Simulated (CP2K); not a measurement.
Crystal: HfC.

```
Hf C
1.0
     3.28805    0.00000    0.00000
     1.64402    2.84753    0.00000
     1.64402    0.94918    2.68468
Hf C
1 1
Direct
  0.50000 0.50000 0.50000
  0.00000 0.00000 0.00000
```

Base run:

* Program: CP2K 2026.2
* Functional: TPSS
* Potentials or basis: POTENTIAL_UZH Hf GTH-PBE-q12, C GTH-PBE-q4; TZVP-MOLOPT-PBE-GTH basis
* Density cutoff: 9184 eV
* k mesh: 10 × 10 × 10
* Occupations: fermi-dirac, width 0.05 eV
* Spin: no spin polarisation

Its results: band gap on the k mesh none (metal or under the smearing width); pressure -1.3 GPa.

Problem. The run is repeated on the same cell with these changes: functional from TPSS to LDA. What comes out?

Solution. Band gap on the k mesh none (metal or under the smearing width); pressure -9.1 GPa.

Caveats: the potentials were made for another functional, which shifts forces and pressure; the basis of atomic orbitals isn't converged, which shifts pressures, moduli and gaps.
